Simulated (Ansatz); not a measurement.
# C: the cost of one run

Method: DFT PBE+D3(BJ), scalar-relativistic, plane waves, PAW, in Ansatz 0.2.0.

40 further runs of the same task are left out: 40 set aside as unsound or not needed.

**1. The system as given**

It takes space group Fmmm (No. 69, orthorhombic). The conventional cell has a = 2.456 Å, b = 4.254 Å, c = 6.696 Å, α = 90.00°, β = 90.00°, γ = 90.00°. C (site symmetry m2m) is surrounded by 3 C at 1.42 Å.

Coordinates:

```cif
data_structure
_symmetry_space_group_name_H-M 'P 1'
_symmetry_Int_Tables_number 1
_cell_length_a 3.9665
_cell_length_b 3.5661
_cell_length_c 2.4560
_cell_angle_alpha 80.086
_cell_angle_beta 62.329
_cell_angle_gamma 37.586
_cell_volume 17.49
loop_
_atom_site_label
_atom_site_type_symbol
_atom_site_fract_x
_atom_site_fract_y
_atom_site_fract_z
_atom_site_occupancy
C1 C 0.16667 0.83333 0.16667 1
C2 C 0.83333 0.16667 0.83333 1
```

The structure comes from the Crystallography Open Database.

**6. Setting up the map**

Atoms count from 1 in the order of the input.

The energy is mapped over a free internal coordinate and the cell.

First coordinate, shift of C1 along [0 1 0], its symmetry partners moved as symmetry demands (measured in the relaxed cell): 9 values from −0.150 Å. Second coordinate, volume per atom at fixed shape: 9 values from 8.224 to 9.655 Å³.

Nothing else is relaxed (all other coordinates fixed). Energies count from the relaxed crystal. Points are written as (first, second).

(The set-up runs are not shown.)

**7. Point (0.150 Å, 8.224 Å³)**

The input, input.yaml:

```yaml
crystal:
  lattice:
    - [0.0, 2.0755805716, 3.3047059672]
    - [1.1989765253, 0.0, 3.3047059672]
    - [1.1989765253, 2.0755805716, 0.0]
  atoms:
    - { symbol: C, position: [0.2018401999, 0.7981598001, 0.2018401999] }
    - { symbol: C, position: [0.7981598001, 0.2018401999, 0.7981598001] }
basis:
  ecutwfc: 520.0
kpoints:
  mp_grid: { grid: [16, 16, 16] }
hamiltonian:
  xc: pbe
  pseudopotentials: { kind: paw, azcp: { folder: soft_1 } }
  dispersion: d3bj
scf:
  occupations: { method: gaussian, width: 0.03 }
output:
  forces: true
  stress: true
  eigenvalues: true
```

Started as:

```console
$ ansatz run input.yaml --threads 1 --pin off --max-ram 2048MiB --backend cpu --events-out ev --progress --plain --runs-dir out
```

What time and memory should one allow on 1 thread of AMD EPYC 9R45 (Zen 5), shared host?

About 3.2 s, with a peak of 0.45 GiB.
